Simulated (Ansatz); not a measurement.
SnTe: band structure with LDA

**What was measured.**

A printed reference work, textbook reports, for a bulk crystal of SnTe at 300 K: band gap 0.18 eV (direct).

Crystal: SnTe.

```
CELL_PARAMETERS angstrom
0.00000 3.15085 3.15085
3.15085 0.00000 3.15085
3.15085 3.15085 0.00000
ATOMIC_POSITIONS crystal
Te 0.50000 0.50000 0.50000
Sn 0.00000 0.00000 0.00000
```

- Program: Ansatz 0.2.0
- Task: band structure
- Functional: LDA
- Potentials or basis: all-electron LAPW, scalar-relativistic
- Cutoff: 186 eV (chosen from the basis error)
- Basis error allowed: 0.001 eV/atom
- k mesh: 7 × 7 × 7
- Occupations: fermi-dirac, width 0.05 eV
- Spin: no spin polarisation

| Property | Result |
| --- | --- |
| Pressure | -1.6 GPa |
| Band gap along the path | 0.11 eV, direct |

Levels at the corners of the path, in eV from the Fermi level:
```csv
point,band 19,band 20,band 21,band 22,band 23,band 24,band 25,band 26,band 27,band 28
Γ,-12.87,-4.87,-2.14,-2.14,-2.14,3.27,3.27,3.27,4.81,4.81
X,-11.30,-6.60,-5.57,-3.74,-3.74,2.19,4.83,4.83,6.27,9.26
W,-11.21,-7.47,-4.82,-4.82,-0.84,0.78,4.60,4.60,5.99,5.99
K,-11.26,-7.52,-5.18,-3.24,-2.75,2.98,3.03,4.17,5.48,8.05
Γ,-12.87,-4.87,-2.14,-2.14,-2.14,3.27,3.27,3.27,4.81,4.81
L,-11.60,-8.41,-1.79,-1.79,-0.07,0.03,0.33,0.33,7.71,8.76
U,-11.26,-7.52,-5.18,-3.24,-2.75,2.98,3.03,4.17,5.48,8.05
W,-11.21,-7.47,-4.82,-4.82,-0.84,0.78,4.60,4.60,5.99,5.99
```

Wall time 8.4 s on 1 thread of Intel(R) Xeon(R) 6975P-C (Granite Rapids), with other jobs on the host, peak memory 0.32 GiB.

Against the measured gap of SnTe, 0.18 eV (direct; 300 K; a printed reference work, textbook), the calculated 0.11 eV is off by -0.07 eV. Spin-orbit coupling on Sn, Te is left out. The value is that of LDA, without temperature or zero-point motion. Semilocal functionals fall short of measured gaps as a rule.

Caveat: this odd mesh misses L, where the gap lies, so gap, dielectric constants and Born charges aren't listed; spin-orbit coupling is left out, which moves the levels of the heavy elements.
